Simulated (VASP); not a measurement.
# SnSe: single point with PBE

SnSe:

```xyz
2
Lattice="0.0000 3.0021 3.0021 3.0021 0.0000 3.0021 3.0021 3.0021 0.0000" Properties=species:S:1:pos:R:3 pbc="T T T"
Sn    0.0000    0.0000    0.0000
Se    3.0021    3.0021    3.0021
```

The cell was built by a generator and needn't be a form met in nature.

```yaml
Program: VASP 6.6.1
Task: single point
Functional: PBE
Potentials_or_basis: VASP PAW PBE potentials, release 64 (Sn_d, Se)
Cutoff: 520 eV
k_mesh: 6 × 6 × 6
Occupations: gaussian, width 0.01 eV
Spin: no spin polarisation
```

| Property | Result |
| --- | --- |
| Pressure | 1.0 GPa |
| Band gap on the k mesh | 0.61 eV, direct |

Levels at points of the mesh, in eV from the valence-band top:
| k point | band 8 | band 9 | band 10 | band 11 | band 12 | band 13 |
| --- | --- | --- | --- | --- | --- | --- |
| (0.00, 0.00, 0.00) | -2.21 | -2.21 | -2.21 | 4.36 | 4.36 | 4.36 |
| (0.50, 0.00, 0.00) | -1.97 | -1.97 | 0.00 | 0.61 | 1.26 | 1.26 |
| (0.50, 0.50, 0.00) | -5.51 | -3.67 | -3.67 | 3.01 | 5.40 | 5.40 |

Wall time 8.2 s on 1 thread of AMD EPYC 9R45 96-Core Processor (Zen 5) (shared host), peak memory 0.15 GiB.

Caveat: spin-orbit coupling is left out, which moves the levels of the heavy elements. A k mesh can miss the band edges.
